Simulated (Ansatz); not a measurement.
Sheet: Hf, a sheet with vacuum.

```
Hf
1.0
     2.93352    0.00000    0.00000
    -1.46676    2.54050    0.00000
     0.00000    0.00000   23.80000
Hf
1
Direct
  0.00000 0.00000 0.29412
```

The cell was built by a generator and needn't be a form met in nature.

Below is the output of Ansatz 0.2.0 for this cell. Logs are shortened: lines on timing, memory, paths and dates and some standing lists are left out, and cuts for length are marked.

```text
Warning: RAYON_NUM_THREADS=2 ignored (pool sized by the plan → 2); use --threads N
LAPW: plane waves up to 7.804 Å⁻¹, error target 2.0e-3 eV per atom; small_component_spin mean_spin; Hf in spheres of 1.467 Å, 36 of its electrons in bands, Dirac shells [] (how accurate: hamiltonian.pseudopotentials.lapw.basis_error, Limitations)
Engine: ansatz 0.2.0, x86_64-unknown-linux-gnu
Pseudopotentials: kind: all_electron
Pseudopotential: Hf, LAPW, valence charge 36, lapw/all_electron/scalar/gaussian/Hf, Koelling and Harmon's equation, gaussian nucleus
Functional definition: SPW92
  exchange = slater_x
  correlation = pw_c
Crystal: 1 atoms, lattice volume = 177.372 Å³
Basis set: ecut = 232.02794345518828 eV, 1475 PW (Γ), exchange–correlation at level 2
Bands: 22, of which v1, the nominal top of the filled ones, is band 18 counted from 1 (17 counted from 0)
Symmetry: 24 space group operations
Space group: P6/mmm (ITA 191), of the structure as read, at distance tolerance 5.6e-5 Å
k-points: 14 of 100
Non-local potential: Hf, projectors of the file, none
Initial density: superposition of atomic densities (neutral atoms: chi_scale 0, normalization atom)
Initial wavefunctions: plane waves of lowest kinetic energy (no species holds an atomic orbital)
Functional: x = slater, c = lda
iter 1 solved again at ethr=4.93e-3 eV; its pass at ethr=1.00e-1 eV (dr2=1.78e0 eV) is discarded
SCF iter   1: F=—  HF=-410004.155123 eV  |F-HF|=—  |Δ(HF+E_count)|=         —  Δρ=1.80e-2  dr2=1.78e0  ethr=4.93e-3  ⟨swp⟩=2.2  Hψ=1960  notcnv=0
preconditioner: auto → LDOS  [metal: Δε(μ)=0.087 eV  Ē_g=12.343 eV  σ=0.050 eV  W_gap=0.40  n_scr=14 (ndim 8)  ℏωp=11.8 eV  f_vac=0.795  D(μ)=3.73/eV (n_scr^D=14)  β→1.0]
iter 2 solved again at ethr=2.48e-4 eV; its pass at ethr=4.93e-3 eV (dr2=8.93e-2 eV) is discarded
SCF iter   2: F=—  HF=-410003.687678 eV  |F-HF|=—  |Δ(HF+E_count)|=   4.67e-1  Δρ=9.56e-3  dr2=8.92e-2  ethr=2.48e-4  ⟨swp⟩=2.4  Hψ=1711  notcnv=0  defer=1
SCF iter   3: F=—  HF=-410003.728663 eV  |F-HF|=—  |Δ(HF+E_count)|=   4.10e-2  Δρ=2.53e-3  dr2=4.31e-2  ethr=2.48e-4  ⟨swp⟩=3.2  Hψ=1023  notcnv=0  defer=1
SCF iter   4: F=—  HF=-410003.626088 eV  |F-HF|=—  |Δ(HF+E_count)|=   1.03e-1  Δρ=1.74e-3  dr2=2.80e-2  ethr=1.20e-4  ⟨swp⟩=2.7  Hψ=979  notcnv=0
SCF iter   5: F=—  HF=-410003.618865 eV  |F-HF|=—  |Δ(HF+E_count)|=         —  Δρ=5.34e-4  dr2=2.21e-3  ethr=7.76e-5  ⟨swp⟩=3.0  Hψ=1011  notcnv=0
the basis was enlarged: its passes take 211.5 KiB over the memory plan, 2 of 2 planned eigensolver slots
SCF iter   6: F=—  HF=-410003.618248 eV  |F-HF|=—  |Δ(HF+E_count)|=   6.17e-4  Δρ=1.65e-4  dr2=2.30e-4  ethr=6.15e-6  ⟨swp⟩=3.0  Hψ=972  notcnv=0
SCF iter   7: F=—  HF=-410003.618233 eV  |F-HF|=—  |Δ(HF+E_count)|=   1.56e-5  Δρ=3.64e-5  dr2=6.56e-6  ethr=6.39e-7  ⟨swp⟩=3.0  Hψ=971  notcnv=0
SCF iter   8: F=—  HF=-410003.618234 eV  |F-HF|=—  |Δ(HF+E_count)|=   1.44e-6  Δρ=1.18e-5  dr2=6.66e-7  ethr=1.82e-8  ⟨swp⟩=3.0  Hψ=971  notcnv=0
SCF iter   9: F=-410003.618234 eV  HF=-410003.618234 eV  |F-HF|=2.33e-10  |Δ(HF+E_count)|=   2.42e-7  Δρ=2.66e-6  dr2=3.31e-8  ethr=1.85e-9  ⟨swp⟩=3.0  Hψ=971  notcnv=0
SCF 1 converged in 9 iterations: F = -410003.618234 eV  dr2 = 3.31e-8
SCF converged after 9 iterations
Free energy (F): -410003.618234 eV
Harris-Foulkes:  -410003.618234 eV  (|F-HF|=2.33e-10)
Internal energy: -410003.592555 eV  (E = F + TS)
E sigma→0 (E₀):  -410003.605395 eV
Entropy (-TS):   -0.025680 eV (-25.680 meV/atom)
Fermi energy:    -4.548493 eV
--- Per-component energies (eV) ---
  E_band       = -2652.313049
  E_kinetic    = 456081.708159
  E_xc         = -8167.262921
  E_electrostatic = -857918.037792  (all electrons and nuclei)
  E_smearing   = -0.025680  (= −TS)
  E_closure    = 0.000000  (closes the sum)
  E_atoms      = -409997.775957  (free atoms, spherical and without spin; not in F)
  Σ components = -410003.618234   (vs F -410003.618234, Δ=0.00e0)
  Basis errors (estimates in eV, not in F): energy 8.4e-4 per atom: plane waves 7.8e-4 (4.9e-4 summed), levels above the bands 1.5e-39, relativity 1.5e-8, radial functions 6.2e-5, core shells 1.3e-6; eigenvalues (radial functions only) 2.6e-6; not estimated: angular momenta, meshes, grids; target (lapw.basis_error) 2.0e-3; muffin-tin radii Hf 1.467 Å
--- Forces (eV/Å), atoms counted from 1 ---
  atom   1  Hf     0.00000000     0.00000000     0.00000000
  max |Σ_I F_I| component: 1.38e-29 eV/Å
--- 2D stress c σ (N/m, compression-positive) ---
       -3.465149       0.000000       0.000000
        0.000000      -3.465149       0.000000
        0.000000       0.000000       0.000000
  P = ½ c Tr σ = -3.4651 N/m
--- Band table (eV; the first three rows and the last of 14) ---
  k-point 0: bands = ["-205.5324", "-205.5152", "-205.5152", "-205.5005", "-205.5005", "-66.4593", "-35.2642", "-34.4697", "-34.4697", "-16.4912", "-16.4783", "-16.4054", "-16.4054", "-16.3985", "-16.3985", "-16.3288", "-10.0737", "-4.9504", "-4.2691", "-2.8035", "-2.8035", "-0.3058"]
  k-point 1: bands = ["-205.5324", "-205.5152", "-205.5152", "-205.5005", "-205.5005", "-66.4490", "-35.2465", "-34.5960", "-34.4977", "-16.4818", "-16.4743", "-16.4063", "-16.4058", "-16.4014", "-16.4001", "-16.3404", "-9.6501", "-4.7423", "-4.3151", "-3.2121", "-2.4217", "-0.2088"]
  k-point 2: bands = ["-205.5324", "-205.5152", "-205.5152", "-205.5005", "-205.5005", "-66.4221", "-35.2000", "-34.9163", "-34.5705", "-16.4646", "-16.4571", "-16.4221", "-16.4074", "-16.4073", "-16.3907", "-16.3660", "-8.5556", "-4.5459", "-4.3783", "-3.7180", "-1.3205", "-0.3660"]
  k-point 13: bands = ["-205.5324", "-205.5152", "-205.5152", "-205.5005", "-205.5005", "-66.3393", "-35.4352", "-35.2045", "-35.0559", "-16.4597", "-16.4437", "-16.4360", "-16.4277", "-16.3953", "-16.3808", "-16.3696", "-4.6572", "-4.5372", "-4.0321", "-3.4468", "-2.0147", "3.4180"]
  the weakly bound empty levels are not read free of the cell's end (augmented_plane_waves)
```

What input gives this log?

Work function with LDA, no spin polarisation. The files as run (others can give the same):

input.yaml
```yaml
crystal:
  lattice:
    - [2.93352, 0.0, 0.0]
    - [-1.46676, 2.5405, 0.0]
    - [0.0, 0.0, 23.8]
  atoms:
    - { symbol: Hf, position: [0.0, 0.0, 0.29412] }
  periodic: [true, true, false]
kpoints:
  mp_grid: { grid: [10, 10, 1] }
scf:
  occupations: { method: fermi_dirac, width: 0.05 }
hamiltonian:
  xc: lda
  pseudopotentials: { kind: all_electron, lapw: { basis_error: 0.002 } }
output:
  forces: true
  stress: true
  eigenvalues: true
```

Potentials or basis: all-electron LAPW, scalar-relativistic.
Launch:
```console
$ ansatz run input.yaml --threads 2 --pin off --max-ram 8192MiB --backend cpu --events-out ev --progress --plain --runs-dir out
```
